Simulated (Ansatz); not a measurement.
Crystal: Si2W.

```
W Si
1.0
    -1.60690    1.60690    3.91495
     1.60690   -1.60690    3.91495
     1.60690    1.60690   -3.91495
W Si
1 2
Direct
  0.00000 0.00000 0.00000
  0.66530 0.66530 0.00000
  0.33470 0.33470 0.00000
```

| Property | Result |
| --- | --- |
| Program | Ansatz 0.2.0 |
| Task | relaxation of cell and atoms |
| Functional | revPBE |
| Potentials or basis | Ansatz PAW |
| Cutoff | 420 eV (not typed: the program's choice for these potentials) |
| k mesh | 12 × 12 × 12 |
| Occupations | fermi-dirac, width 0.05 eV |
| Spin | no spin polarisation |

At the start: volume 13.48 Å³/atom.

How do energy, volume and symmetry change on relaxing?

It ends after 5 steps and the volume is 13.80 Å³/atom (+2.4 %); space group I4/mmm (No. 139, to 0.05 Å).

Step by step:
```csv
step,energy change (eV),largest force (eV/Å),volume (Å³)
1,0.0000,0.1019,40.44
2,-0.0131,0.0462,41.74
3,-0.0155,0.0101,41.40
4,-0.0155,0.0022,41.39
5,-0.0158,0.0022,41.39
```

Final structure:
```cif
data_structure
_symmetry_space_group_name_H-M 'P 1'
_symmetry_Int_Tables_number 1
_cell_length_a 4.5620
_cell_length_b 4.5620
_cell_length_c 4.5620
_cell_angle_alpha 138.416
_cell_angle_beta 138.416
_cell_angle_gamma 60.266
_cell_volume 41.39
loop_
_atom_site_label
_atom_site_type_symbol
_atom_site_fract_x
_atom_site_fract_y
_atom_site_fract_z
_atom_site_occupancy
W1 W 0.00000 0.00000 0.00000 1
Si1 Si 0.66557 0.66557 0.00000 1
Si2 Si 0.33443 0.33443 0.00000 1
```

Caveat: the plane-wave basis is chosen anew once the cell has moved, so the energies of steps on either side of that aren't comparable; the PAW data sets come from PBE, with cores solved anew for the run's functional, which leaves a small shift of forces and pressure.
